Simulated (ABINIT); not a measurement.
## Ir: equation of state with SOGGA

Ir:

```
CELL_PARAMETERS angstrom
0.00000 1.91560 1.91560
1.91560 0.00000 1.91560
1.91560 1.91560 0.00000
ATOMIC_POSITIONS crystal
Ir 0.00000 0.00000 0.00000
```

```yaml
Program: ABINIT 10.8.3 (patched build)
Task: equation of state
Functional: SOGGA
Potentials_or_basis: JTH PAW PBE v2.0
Cutoff: 463 eV
k_mesh: 12 × 12 × 12
Occupations: fermi-dirac, width 0.05 eV
Spin: no spin polarisation
Fine-grid_cutoff: 925.187 eV
Exchange_and_correlation_inside_the_PAW_spheres: full angular mesh (pawxcdev 0, this build's default; the released program takes 1)
```

```
Equilibrium volume                      : 13.93 Å³/atom
Bulk modulus                            : 406 GPa
Pressure derivative of the bulk modulus : 5.0
```

Energy against volume, from the lowest point:
| volume (Å³/atom) | energy (meV/atom) |
| --- | --- |
| 13.215 | 49.43 |
| 13.496 | 16.22 |
| 13.778 | 0.47 |
| 14.059 | 0.00 |
| 14.340 | 13.10 |
| 14.621 | 38.35 |
| 14.902 | 74.16 |

Wall time 65 s on 1 thread of Arm Neoverse V1, with other jobs on the host, peak memory 0.13 GiB.

Caveat: pressures at fixed basis lie under the slope of the energies; the PAW data sets were made with another functional, which shifts forces and pressure a little; the atomic spheres overlap. The run has no spin-orbit coupling, so splittings on Ir are missing.
